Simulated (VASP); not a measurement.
**ZnO: single point with PBE**

ZnO, a slab with vacuum:

```
CELL_PARAMETERS angstrom
3.28650 0.00000 0.00000
0.00000 5.30039 0.00000
0.00000 0.00000 27.33351
ATOMIC_POSITIONS crystal
Zn 0.00000 0.46783 0.28691
Zn 0.50000 0.00490 0.30421
Zn 0.50000 0.50072 0.38090
Zn 0.00000 0.00627 0.41155
Zn 0.00000 0.50274 0.48374
Zn 0.50000 0.00274 0.51626
Zn 0.50000 0.50627 0.58845
Zn 0.00000 0.00072 0.61910
Zn 0.00000 0.50490 0.69579
Zn 0.50000 0.96783 0.71309
O 0.00000 0.12146 0.27407
O 0.50000 0.62702 0.30938
O 0.50000 0.12467 0.37730
O 0.00000 0.62564 0.41389
O 0.00000 0.12369 0.48184
O 0.50000 0.62369 0.51816
O 0.50000 0.12564 0.58611
O 0.00000 0.62467 0.62270
O 0.00000 0.12702 0.69062
O 0.50000 0.62146 0.72593
```

```yaml
Program: VASP 6.6.1
Task: single point
Functional: PBE
Potentials_or_basis: VASP PAW PBE potentials, release 64 (Zn, O)
Cutoff: 520 eV
k_mesh: 8 × 5 × 1
Occupations: gaussian, width 0.03 eV
Spin: no spin polarisation
Dipole_correction: yes
Further_INCAR_settings: ALGO = Normal; EDIFF = 1e-06; NBANDS = 106
```

| Item | Value |
| --- | --- |
| Largest force | 0.014 eV/Å |
| Band gap on the k mesh | 0.82 eV, direct |
| Ionisation potential of the upper face | 5.83 eV |

Forces on the atoms (eV/Å):
```
Zn   0.000  0.008  0.000
Zn   0.000 -0.014 -0.004
Zn   0.000  0.001  0.001
Zn   0.000  0.008  0.010
Zn   0.000  0.005 -0.009
Zn   0.000  0.005  0.009
Zn   0.000  0.008 -0.010
Zn   0.000  0.001 -0.001
Zn   0.000 -0.014  0.004
Zn   0.000  0.008  0.000
O    0.000 -0.009  0.007
O    0.000 -0.009  0.006
O    0.000 -0.007  0.008
O    0.000  0.008 -0.002
O    0.000  0.010  0.011
O    0.000  0.010 -0.011
O    0.000  0.008  0.002
O    0.000 -0.007 -0.008
O    0.000 -0.009 -0.006
O    0.000 -0.009 -0.007
```

Levels at points of the mesh, in eV from the valence-band top:
| k point | band 87 | band 88 | band 89 | band 90 | band 91 | band 92 | band 93 | band 94 |
| --- | --- | --- | --- | --- | --- | --- | --- | --- |
| (0.00, 0.00, 0.00) | -0.30 | -0.28 | -0.02 | 0.00 | 0.82 | 1.52 | 2.43 | 3.41 |
| (0.50, 0.00, 0.00) | -1.05 | -1.05 | -0.79 | -0.79 | 4.88 | 4.88 | 5.39 | 5.39 |

Core levels (eV, on the scale of the bands):
| atom | levels |
| --- | --- |
| 1 Zn | 1s -9521.5, 2s -1155.0, 2p -1000.6, 3s -126.4, 3p -80.6 |
| 2 Zn | 1s -9520.4, 2s -1153.9, 2p -999.5, 3s -125.4, 3p -79.6 |
| 3 Zn | 1s -9521.0, 2s -1154.5, 2p -1000.1, 3s -126.0, 3p -80.2 |
| 4 Zn | 1s -9520.7, 2s -1154.2, 2p -999.9, 3s -125.8, 3p -80.0 |
| 5 Zn | 1s -9520.8, 2s -1154.3, 2p -1000.0, 3s -125.9, 3p -80.0 |
| 6 Zn | 1s -9520.8, 2s -1154.3, 2p -1000.0, 3s -125.9, 3p -80.0 |

Run time: 11 min on 1 × NVIDIA H100 80GB with 1 thread of AMD EPYC 7R13 Processor (Zen 3) (shared host), peak memory 1.7 GiB.

A hybrid or GW would open this gap; PBE tends to underestimate it.
